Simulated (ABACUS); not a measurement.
PtS2:

```
CELL_PARAMETERS angstrom
3.54320 0.00000 0.00000
-1.77160 3.06850 0.00000
0.00000 0.00000 5.03880
ATOMIC_POSITIONS crystal
Pt 0.00000 0.00000 0.00000
S 0.66667 0.33333 0.77300
S 0.33333 0.66667 0.22700
```

Base run:

- Program: ABACUS 3.10.1
- Functional: PBEsol
- Potentials or basis: PseudoDojo NC SR 0.4 PBEsol stringent
- Cutoff: 1143 eV
- Density cutoff: 4572 eV
- Basis: plane waves
- k mesh: 7 × 7 × 4
- Occupations: fermi-dirac, width 0.05 eV
- Spin: no spin polarisation

Its results: band gap on the k mesh 0.76 eV, indirect (least direct gap 0.93 eV); pressure 6.2 GPa; largest force 0.937 eV/Å.

The run is repeated on the same cell with these changes: functional from PBEsol to LDA-PW92; potentials or basis from PseudoDojo NC SR 0.4 PBEsol stringent to PseudoDojo NC SR 0.4.1 LDA standard. What comes out?

Band gap on the k mesh 0.72 eV, indirect (least direct gap 0.88 eV); pressure 3.4 GPa; largest force 0.786 eV/Å.

Caveats: spin-orbit coupling is left out, which moves the levels of the heavy elements; an odd mesh through Γ misses points on the zone boundary, where band edges often lie.
